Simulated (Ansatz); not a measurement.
Ge: start and end of a relaxation

A trial structure of Ge was built thus: random cell by space group and Wyckoff sites (C2/m, No. 12). Its size is a rough estimate.

start.cif

```cif
data_structure
_symmetry_space_group_name_H-M 'C2/m'
_symmetry_Int_Tables_number 12
_cell_length_a 4.0823
_cell_length_b 3.0069
_cell_length_c 3.4317
_cell_angle_alpha 90.000
_cell_angle_beta 106.779
_cell_angle_gamma 90.000
_cell_volume 40.33
loop_
_atom_site_label
_atom_site_type_symbol
_atom_site_symmetry_multiplicity
_atom_site_Wyckoff_symbol
_atom_site_fract_x
_atom_site_fract_y
_atom_site_fract_z
_atom_site_occupancy
Ge1 Ge 2 d 0.00000 0.50000 0.50000 1
```

The calculation used DFT PBE, scalar-relativistic, plane waves, PAW (Ansatz 0.2.0). Cutoff 420 eV, Gaussian smearing, Γ-centred meshes. Cell and atoms relax first on a coarse mesh and then on a finer one. In between, the cell is made exact in the group found at 0.06 Å. In metals the finer mesh still leaves noise of several meV/atom or more. The steps can't lower the symmetry of their start. No spin polarisation.

end.cif

```cif
data_structure
_symmetry_space_group_name_H-M 'Pm-3m'
_symmetry_Int_Tables_number 221
_cell_length_a 2.7111
_cell_length_b 2.7111
_cell_length_c 2.7111
_cell_angle_alpha 90.000
_cell_angle_beta 90.000
_cell_angle_gamma 90.000
_cell_volume 19.93
loop_
_atom_site_label
_atom_site_type_symbol
_atom_site_symmetry_multiplicity
_atom_site_Wyckoff_symbol
_atom_site_fract_x
_atom_site_fract_y
_atom_site_fract_z
_atom_site_occupancy
Ge1 Ge 1 b 0.50000 0.50000 0.50000 1
```

The symmetry goes from C2/m (No. 12) to Pm-3m (No. 221). The end has the simple cubic type. The volume per atom shrinks by 1.2 %, from 20.2 to 19.9 Å³. The shortest distance goes from 2.54 Å (Ge–Ge) to 2.71 Å (Ge–Ge). The energy falls by about 0.41 eV/atom (the start's value is from the coarse mesh).

| Quantity | Value |
| --- | --- |
| Volume per atom | 19.93 Å³ |
| Density | 6.05 g/cm³ |
| Energy over the standard state | +0.24 eV/atom |
| Gap on the 24×24×24 mesh of the 1-atom cell | 0 eV (a metal) |

Energies count from the standard state of Ge at the same level. It lies above the standard state, so it could only be metastable.

The last run used Gaussian smearing of 0.10 eV. Symmetry constrained the relaxation, so the result can be a saddle point. In all, the 3 runs took 2.5 min on 1 thread of Intel(R) Xeon(R) Platinum 8375C CPU @ 2.90GHz (Ice Lake) (shared host). Another cell of Ge relaxed alike, in I4_1/amd, lies 15 meV/atom lower, so this cell isn't the stable form at this level.
